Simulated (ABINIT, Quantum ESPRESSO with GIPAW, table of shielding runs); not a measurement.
# NMR shieldings of KI in space group Pm-3m by two methods, part 2 of 2

Wanted: shieldings of KI in space group Pm-3m from two unrelated programs, to see how far they agree.

ABINIT 10.8.3 and Quantum ESPRESSO with GIPAW.

So far: Starting point; GIPAW: ground state; GIPAW: response.

## Step 4: Converse method: dipole on I1; PBE, zora 0, 19 Ha, 6×6×6 (shifted)

Level of this step: DFT, PBE, plane-wave PAW (JTH 2.0), scalar-relativistic datasets, non-relativistic dipole terms (zora 0), shielding from the orbital moment that a nuclear dipole induces (ABINIT).

A nuclear dipole of one atomic unit is put on one atom. The ground state with the dipole is followed by the k-derivatives of the wave functions, and the induced orbital moment, with its sign turned, is the shielding tensor applied to the dipole's direction; the site's symmetry gives the rest. The dipole breaks time reversal, so the whole zone is sampled. JTH 2.0 datasets hold the cores' Lamb term.

File run.abi:

```
ndtset 2
acell 3*1.0 Angstrom
rprim
  4.29119666 0.00000000 0.00000000
  0.00000000 4.29119666 0.00000000
  0.00000000 0.00000000 4.29119666
natom 2
ntypat 2
znucl 53 19
typat 1 2
xred
  0.50000000 0.50000000 0.50000000
  0.00000000 0.00000000 0.00000000
pseudos "I_PBE_JTH.xml, K_PBE_JTH.xml"
ecut 19
pawecutdg 38
pawovlp -1
kptopt 3
ngkpt 6 6 6
nshiftk 1
shiftk 0.5 0.5 0.5
nband 8
occopt 1
nsym 1
symmorphi 0
istwfk *1
chkprim 0
chksymbreak 0
chksymtnons 0
optforces 0
optstress 0
pawcpxocc 2
usexcnhat 0
paral_atom 0
paral_kgb 0
prtden 0
prteig 0
prtebands 0
prtgsr 0
natnd 1
iatnd 1
atndlist 1 0 0
tolvrs1 1d-11
nstep1 50
rfddk2 1
rfdir2 1 1 1
iscf2 -3
getwfk2 -1
orbmag2 2
tolwfr2 1d-18
nstep2 30
prtwf2 0
```

Launch:

```bash
$ abinit run.abi > log
```

Numbers of over 12 decimals in the logs are rounded to 6 here.

Output:

```text
DATASET    1 : space group P1 (#  1); Bravais aP (primitive triclinic)
[...]
Values of the parameters that define the memory need for DATASET  1.
     intxc =       0    ionmov =       0      iscf =      17    lmnmax =      13
     lnmax =       5     mgfft =      32  mpssoang =       3    mqgrid =    3001
     natom =       2  nloc_mem =       2    nspden =       1   nspinor =       1
    nsppol =       1      nsym =       1    n1xccc =       1    ntypat =       2
    occopt =       1   xclevel =       2
       mpw =        2134          nfft =       32768          nkpt =         216
 PAW method is used; the additional fine FFT grid is defined by:
   mgfftf=        48    nfftf =    110592
[...]
DATASET    2 : space group P1 (#  1); Bravais aP (primitive triclinic)
[...]
Values of the parameters that define the memory need for DATASET  2 (RF).
     intxc =       0      iscf =      -3    lmnmax =      13     lnmax =       5
     mgfft =      32  mpssoang =       3    mqgrid =    3001     natom =       2
  nloc_mem =       2    nspden =       1   nspinor =       1    nsppol =       1
      nsym =       1    n1xccc =       1    ntypat =       2    occopt =       1
   xclevel =       2
      nfft =       32768          nkpt =         216
[...]
acell      1.8897261259E+00  1.8897261259E+00  1.8897261259E+00 Bohr
              amu      1.26904470E+02  3.90983000E+01
         atndlist      1.0000000000E+00  0.0000000000E+00  0.0000000000E+00
[...]
ecut      1.90000000E+01 Hartree
           getwfk1          0
           getwfk2         -1
            iatnd        1    0
             iscf1         17
             iscf2         -3
              ixc     -101130
           jdtset        1    2
     [kpt list left out]
           kptopt           3
         kptrlatt        6    0    0      0    6    0      0    0    6
[...]
natnd           1
            natom           2
            nband           8
           ndtset           2
            ngfft          32      32      32
          ngfftdg          48      48      48
             nkpt         216
            nstep1         50
            nstep2         30
             nsym           1
           ntypat           2
        nucdipmom      1.0000000000E+00  0.0000000000E+00  0.0000000000E+00
[...]
occ      2.000000  2.000000  2.000000  2.000000  2.000000  2.000000
[...]
optforces           0
        optstress           0
           orbmag1          0
           orbmag2          2
        pawcpxocc           2
        pawecutdg      3.80000000E+01 Hartree
          pawovlp     -1.0000000000E+00
[...]
rfddk1          0
            rfddk2          1
            rprim      4.2911966600E+00  0.0000000000E+00  0.0000000000E+00
[...]
shiftk      5.00000000E-01  5.00000000E-01  5.00000000E-01
          spgroup           1
        symmorphi           0
           tolvrs1     1.00000000E-11
           tolvrs2     0.00000000E+00
           tolwfr1     0.00000000E+00
           tolwfr2     1.00000000E-18
            typat      1  2
        usexcnhat           0
           useylm           1
     [wtk list left out]
[...]
xred      5.0000000000E-01  5.0000000000E-01  5.0000000000E-01
[...]
znucl       53.00000   19.00000
[...]
dimensions: {natom: 2, nkpt: 216, mband: 8, nsppol: 1, nspinor: 1, nspden: 1, mpw: 2134, }
cutoff_energies: {ecut:  19.0, pawecutdg:  38.0, }
electrons: {nelect:   1.60000000E+01, charge:   0.00000000E+00, occopt:   1.00000000E+00, tsmear:   1.00000000E-02, }
[...]
Unit cell volume ucvol=  5.3325122E+02 bohr^3
[...]
Coarse grid specifications (used for wave-functions):
[...]
Fine grid specifications (used for densities):
[...]
1.53472171E+03                                ecore*ucvol(ha*bohr**3)
[...]
solver: {iscf: 17, nstep: 50, nline: 4, wfoptalg: 10, }
tolerances: {tolvrs: 1.00E-11, }
[...]
ETOT  1  -40.187500183500    -4.019E+01 1.345E-01 9.792E-01
 ETOT  2  -40.291575113298    -1.041E-01 1.605E-04 6.356E-01
 ETOT  3  -40.289907079906     1.668E-03 2.300E-06 2.178E-01
 ETOT  4  -40.289275154926     6.319E-04 1.973E-06 1.664E-02
 ETOT  5  -40.289262808879     1.235E-05 5.245E-06 1.308E-03
 ETOT  6  -40.289272715730    -9.907E-06 1.060E-07 6.974E-04
 ETOT  7  -40.289275276986    -2.561E-06 1.508E-07 7.706E-05
 ETOT  8  -40.289275459011    -1.820E-07 5.815E-09 2.402E-05
 ETOT  9  -40.289275504323    -4.531E-08 1.747E-09 3.963E-06
 ETOT 10  -40.289275497097     7.226E-09 1.534E-10 7.771E-07
 ETOT 11  -40.289275493665     3.432E-09 1.214E-10 5.421E-08
 ETOT 12  -40.289275493697    -3.278E-11 2.632E-11 1.572E-08
 ETOT 13  -40.289275493668     2.972E-11 6.239E-12 1.933E-09
 ETOT 14  -40.289275493663     4.924E-12 3.241E-13 2.562E-11
 ETOT 15  -40.289275493663    -7.034E-13 5.422E-14 5.765E-11
 ETOT 16  -40.289275493663     4.050E-13 2.187E-14 4.641E-13

[...]
----iterations are completed or convergence reached----
[...]
f-sum rule ratio=    1.0221735501E+00
 Expectation of eigenvalue derivatives (hartree) for nkpt= 216  k points:
  (in case of degenerate eigenvalues, averaged derivative)
 [levels by k-point left out]

 Nine components of 2nd-order total energy (hartree) are
 1,2,3: 0th-order hamiltonian combined with 1st-order wavefunctions
     kin0=   1.85923105E+01 eigvalue=   4.37595150E+00  local=  -1.20683273E+01  nclr dpl0=  -6.03616636E-08
 4,5,6: 1st-order hamiltonian combined with 1st and 0th-order wfs
     kin1=  -1.96372099E+01  Hartree=   0.00000000E+00     xc=   0.00000000E+00  nclr dpl1=   0.00000000E+00
 7,8,9: eventually, occupation + non-local contributions
    edocc=   0.00000000E+00     enl0=  -1.29085299E+00   enl1=   3.15053025E-01
 10: eventually, PAW "on-site" Hxc contribution: epaw1=   0.00000000E+00
 1-10 gives the relaxation energy (to be shifted if some occ is /=2.0)
   erelax=  -9.71307522E+00
 11 Contribution from 1st-order change of wavefunctions overlap
 eovl1 =  -5.19967632E-02
  No Ewald or frozen-wf contrib.: the relaxation energy is the total one
 2DEtotal=   -0.9713075217E+01 Ha. Also 2DEtotal=   -0.264306241366E+03 eV
    (  non-var. 2DEtotal :   -9.7130752164E+00 Ha)
[...]
symkpt : not enough symmetry to change the number of k points.

 Initialisation of the first-order wave-functions :
  ireadwf=   0
[...]
solver: {iscf: -3, nstep: 30, nline: 4, wfoptalg: 10, }
tolerances: {tolwfr: 1.00E-18, }
[...]
At SCF step   11   max residual=  9.98E-19 < tolwfr=  1.00E-18 =>converged.
[...]
----iterations are completed or convergence reached----
[...]
f-sum rule ratio=    1.0221734842E+00
 Expectation of eigenvalue derivatives (hartree) for nkpt= 216  k points:
  (in case of degenerate eigenvalues, averaged derivative)
 [levels by k-point left out]

 Nine components of 2nd-order total energy (hartree) are
 1,2,3: 0th-order hamiltonian combined with 1st-order wavefunctions
     kin0=   1.85923631E+01 eigvalue=   4.37595529E+00  local=  -1.20683380E+01  nclr dpl0=  -2.24862564E-07
 4,5,6: 1st-order hamiltonian combined with 1st and 0th-order wfs
     kin1=  -1.96372087E+01  Hartree=   0.00000000E+00     xc=   0.00000000E+00  nclr dpl1=   2.11381585E-10
 7,8,9: eventually, occupation + non-local contributions
    edocc=   0.00000000E+00     enl0=  -1.29088544E+00   enl1=   3.15025683E-01
 10: eventually, PAW "on-site" Hxc contribution: epaw1=   0.00000000E+00
 1-10 gives the relaxation energy (to be shifted if some occ is /=2.0)
   erelax=  -9.71308826E+00
 11 Contribution from 1st-order change of wavefunctions overlap
 eovl1 =  -5.19967701E-02
  No Ewald or frozen-wf contrib.: the relaxation energy is the total one
 2DEtotal=   -0.9713088262E+01 Ha. Also 2DEtotal=   -0.264306596349E+03 eV
    (  non-var. 2DEtotal :   -9.7130882615E+00 Ha)
[...]
symkpt : not enough symmetry to change the number of k points.

 Initialisation of the first-order wave-functions :
  ireadwf=   0
[...]
solver: {iscf: -3, nstep: 30, nline: 4, wfoptalg: 10, }
tolerances: {tolwfr: 1.00E-18, }
[...]
ETOT  2  -9.712960     -2.037E-02 2.509E-04 0.000E+00
 ETOT  3  -9.713087     -1.270E-04 6.249E-07 0.000E+00
 ETOT  4  -9.713088     -1.061E-06 1.804E-08 0.000E+00
 ETOT  5  -9.713088     -1.075E-08 1.886E-10 0.000E+00
 ETOT  6  -9.713088     -1.366E-10 4.736E-12 0.000E+00
 ETOT  7  -9.713088     -2.263E-12 1.264E-13 0.000E+00
 ETOT  8  -9.713088     -8.527E-14 3.241E-15 0.000E+00
 ETOT  9  -9.713088      2.842E-14 8.733E-17 0.000E+00
 ETOT 10  -9.713088      8.882E-15 2.174E-18 0.000E+00
 ETOT 11  -9.713088     -1.776E-15 9.984E-19 0.000E+00

 At SCF step   11   max residual=  9.98E-19 < tolwfr=  1.00E-18 =>converged.
[...]
----iterations are completed or convergence reached----
[...]
f-sum rule ratio=    1.0221734864E+00
 Expectation of eigenvalue derivatives (hartree) for nkpt= 216  k points:
  (in case of degenerate eigenvalues, averaged derivative)
 [levels by k-point left out]

 Nine components of 2nd-order total energy (hartree) are
 1,2,3: 0th-order hamiltonian combined with 1st-order wavefunctions
     kin0=   1.85923632E+01 eigvalue=   4.37595529E+00  local=  -1.20683381E+01  nclr dpl0=  -2.24862562E-07
 4,5,6: 1st-order hamiltonian combined with 1st and 0th-order wfs
     kin1=  -1.96372087E+01  Hartree=   0.00000000E+00     xc=   0.00000000E+00  nclr dpl1=   2.11382121E-10
 7,8,9: eventually, occupation + non-local contributions
    edocc=   0.00000000E+00     enl0=  -1.29088549E+00   enl1=   3.15025670E-01
 10: eventually, PAW "on-site" Hxc contribution: epaw1=   0.00000000E+00
 1-10 gives the relaxation energy (to be shifted if some occ is /=2.0)
   erelax=  -9.71308829E+00
 11 Contribution from 1st-order change of wavefunctions overlap
 eovl1 =  -5.19967702E-02
  No Ewald or frozen-wf contrib.: the relaxation energy is the total one
 2DEtotal=   -0.9713088291E+01 Ha. Also 2DEtotal=   -0.264306597116E+03 eV
    (  non-var. 2DEtotal :   -9.7130882895E+00 Ha)
[...]
Orbital magnetic moment computed with DFPT derivative wavefunctions

 Orbital magnetic moment, Cartesian directions :
 -4.48478847E-03  1.25338404E-10 -2.94483551E-10

 Chern vector, Cartesian directions :
 -9.31991815E-07  1.47297555E-12  1.36699211E-12

 Orbital magnetic moment, term-by-term breakdown :
     rho(1) CC :   1.90571979E-03  4.22316802E-10  7.37104672E-11
    rho(1) VV1 :   4.02226239E-05 -3.20973193E-12 -8.30613380E-13
    rho(1) VV2 :   1.35975078E-07 -3.17367342E-13 -1.56255492E-12
     rho(0) NL :   2.93304734E-04 -3.36344083E-10 -4.63494036E-10
   <L_R> terms :  -1.03428156E-03  4.28928015E-11  9.76933392E-11
 <A0.An> terms :   7.17413195E-06 -1.72680290E-17 -1.52700904E-16
    Lamb terms :  -5.69706417E-03  0.00000000E+00  0.00000000E+00
 Chern vector, term-by-term breakdown :
  Ch CC :  -1.46813776E-07  1.48438139E-12  1.36730675E-12
 Ch vv1 :  -7.85178039E-07 -1.14058105E-14 -3.14693527E-16
 Ch vv2 :  -1.51405071E-21 -2.27165380E-20  5.17393370E-20
[...]
---- first-order wavefunction calculations are completed ----

 respfn : d/dk was computed, but no 2DTE, so no DDB output.

== END DATASET(S) ==

[key lines of the parts left out:]
Total energy DC (eV): -2.10036029508257E+05
```

The job ended after 22 min (1 thread of Arm Neoverse N1, shared host; peak memory 0.72 GiB).

Along the dipole the shielding is 4484.8 ppm. The Chern vector, which should vanish, has length 9.3e-07. In mesh series on salts like this, lengths over 2.5e-7 went with errors from several ppm on light ions to many hundreds on heavy ones, so the run counts as not converged.

## Step 5: Converse method: dipole on I1; PBE, zora 0, 19 Ha, 4×4×4 (shifted)

Against the first converse run the mesh is changed, to see how fast the orbital moment converges.

Edit run.abi of step 4 so:

```diff
@@ -18,3 +18,3 @@
 kptopt 3
-ngkpt 6 6 6
+ngkpt 4 4 4
 nshiftk 1
```

Launch:

```bash
$ abinit run.abi > log
```

Output:

```text
[... set-up and SCF cycles left out ...]

 Orbital magnetic moment computed with DFPT derivative wavefunctions

 Orbital magnetic moment, Cartesian directions :
 -4.75181992E-03 -6.88243083E-10 -1.19099591E-10

 Chern vector, Cartesian directions :
 -6.92348957E-06  2.39521555E-12  2.56663967E-13

 Orbital magnetic moment, term-by-term breakdown :
     rho(1) CC :   1.64205310E-03  8.17677256E-10  1.63904413E-10
    rho(1) VV1 :   3.72407942E-05 -1.06499626E-11 -4.68859555E-11
    rho(1) VV2 :   1.37759794E-07  2.67702955E-13  4.38585251E-12
     rho(0) NL :   2.93097489E-04 -1.40007414E-09 -4.34836717E-10
   <L_R> terms :  -1.03447017E-03 -9.54638528E-11  1.94333501E-10
 <A0.An> terms :   7.18527617E-06 -9.06466839E-17 -6.84970314E-16
    Lamb terms :  -5.69706417E-03  0.00000000E+00  0.00000000E+00
 Chern vector, term-by-term breakdown :
  Ch CC :  -6.13920644E-06  2.32958063E-12  7.48992961E-14
 Ch vv1 :  -7.84283129E-07  6.56349165E-14  1.81764670E-13
 Ch vv2 :   1.46152474E-22 -2.95407711E-24  1.16461888E-21
[...]
---- first-order wavefunction calculations are completed ----

 respfn : d/dk was computed, but no 2DTE, so no DDB output.

== END DATASET(S) ==
```

It took 6.5 min on 1 thread; peak memory 0.28 GiB.

Along the dipole the shielding is 4751.8 ppm. The Chern vector, which should vanish, has length 6.9e-06. In mesh series on salts like this, lengths over 2.5e-7 went with errors from several ppm on light ions to many hundreds on heavy ones, so the run counts as not converged.

## Step 6: Converse method: dipole on I1; LDA, zora 0, 19 Ha, 4×4×4 (shifted)

Against the PBE run at zora 0 on the same mesh, the functional is changed.

Edit run.abi of step 5 so:

```diff
@@ -13,3 +13,3 @@
   0.00000000 0.00000000 0.00000000
-pseudos "I_PBE_JTH.xml, K_PBE_JTH.xml"
+pseudos "I_LDA_JTH.xml, K_LDA_JTH.xml"
 ecut 19
```

Launch:

```bash
$ abinit run.abi > log
```

Output:

```text
[... set-up and SCF cycles left out ...]

 Orbital magnetic moment computed with DFPT derivative wavefunctions

 Orbital magnetic moment, Cartesian directions :
 -4.67075496E-03  3.70095834E-10 -4.53977871E-11

 Chern vector, Cartesian directions :
 -9.74610701E-06  1.66420308E-12 -4.84579089E-13

 Orbital magnetic moment, term-by-term breakdown :
     rho(1) CC :   1.79286176E-03  3.24534192E-10  1.92106545E-10
    rho(1) VV1 :   3.04991763E-05  1.10785104E-11 -5.54355782E-11
    rho(1) VV2 :   1.67746803E-07 -9.33476499E-13 -3.06370143E-12
     rho(0) NL :   2.81407593E-04 -9.26680553E-11 -3.00849336E-10
   <L_R> terms :  -1.08964597E-03  1.28085699E-10  1.21844516E-10
 <A0.An> terms :   7.77590790E-06 -1.03581483E-15 -2.32536678E-16
    Lamb terms :  -5.69382118E-03  0.00000000E+00  0.00000000E+00
 Chern vector, term-by-term breakdown :
  Ch CC :  -8.97279321E-06  1.66980932E-12 -7.00694385E-13
 Ch vv1 :  -7.73313796E-07 -5.60623476E-15  2.16115296E-13
 Ch vv2 :  -3.06056827E-23  1.43191483E-23  3.61660930E-22
[...]
---- first-order wavefunction calculations are completed ----

 respfn : d/dk was computed, but no 2DTE, so no DDB output.

== END DATASET(S) ==
```

The job ended after 6 min (1 thread; peak memory 0.27 GiB).

Along the dipole the shielding is 4670.8 ppm. The Chern vector, which should vanish, has length 9.7e-06. In mesh series on salts like this, lengths over 2.5e-7 went with errors from several ppm on light ions to many hundreds on heavy ones, so the run counts as not converged.

## Step 7: Cost against result

The runs with the dipole on the other atom differ from those above in iatnd alone.

| level | dipole on | shielding along it (ppm) | Chern vector |
| --- | --- | --- | --- |
| PBE, zora 0, 19 Ha, 6×6×6 (shifted) | I1 | 4484.8 | 9.3e-07 |
| PBE, zora 0, 19 Ha, 6×6×6 (shifted) | K2 | 1175.2 | 1.0e-08 |
| PBE, zora 0, 19 Ha, 4×4×4 (shifted) | I1 | 4751.8 | 6.9e-06 |
| PBE, zora 0, 19 Ha, 4×4×4 (shifted) | K2 | 1175.3 | 4.8e-08 |
| LDA, zora 0, 19 Ha, 4×4×4 (shifted) | I1 | 4670.8 | 9.7e-06 |
| LDA, zora 0, 19 Ha, 4×4×4 (shifted) | K2 | 1154.3 | 8.3e-08 |

Isotropic shieldings in ppm, all without the macroscopic shape term. Core time is summed over the runs of a row, on shared hosts.

| method | functional | relativity | cutoff | mesh | core time | σ I1 | σ K2 |
| --- | --- | --- | --- | --- | --- | --- | --- |
| GIPAW | PBE | scalar | 55 Ry | 6×6×6 | 8.1 min | 4417.5 | 1176.1 |
| converse (too coarse for a site) | PBE | zora 0 | 19 Ha | 6×6×6, shifted | 44 min | 4484.8 | 1175.2 |
| converse (too coarse for a site) | PBE | zora 0 | 19 Ha | 4×4×4, shifted | 13 min | 4751.8 | 1175.3 |
| converse (too coarse for a site) | LDA | zora 0 | 19 Ha | 4×4×4, shifted | 12 min | 4670.8 | 1154.3 |

## Step 8: What came out

```json
{"σ_iso of 127I (I1), GIPAW": "4417.5 ppm", "σ_iso of 127I (I1), converse, zora 0, not converged": "4484.8 ppm", "σ_iso of 39K (K2), GIPAW": "1176.1 ppm", "σ_iso of 39K (K2), converse, zora 0": "1175.2 ppm"}
```

**Reading.** On the finest mesh the Chern vector is over 2.5e-7 for the dipole on I1, so the converse value there is not converged with mesh or cutoff. The converse values lie +67.3 ppm (I1) and -0.9 ppm (K2) from GIPAW's. GIPAW's own mesh and cutoff were not varied. From mesh 4×4×4, shifted to 6×6×6, shifted the converse values move by -267.0 ppm (I1) and -0.1 ppm (K2). LDA in place of PBE moves I1 by -81.1 ppm and K2 by -21.0 ppm. The mesh is too coarse for a site at least, so part of that may be mesh error. GIPAW's log warns of levels that differ between two diagonalisations, on empty bands alone, which the response doesn't use. pw.x replaced augmentation functions and says that this moves results, a possible part of the difference between the programs. This build of gipaw.x prints that it isn't audited and that its numbers are no references by themselves. No run here holds spin-orbit coupling, which is large on these heavy atoms and reaches their neighbours. Atoms are fixed at the given structure, with no thermal motion. The shape term of a sphere, left out, would add about 8 ppm to every shielding, by GIPAW's valence susceptibility. The CsCl type is a high-pressure form for this salt, here at the volume of its database entry.

[Banner, clock, file and dataset-listing lines were taken out of the logs.]

[Logs are printed without paths, hosts, clocks, repeated set-up lines and the standing remarks that a program may print on its own settings, such as how far it seeks lower states.]

[Hosts, paths, dates, database ids (printed as entryN), source tags and the programs' standing remarks are cut or masked in the printed files.]
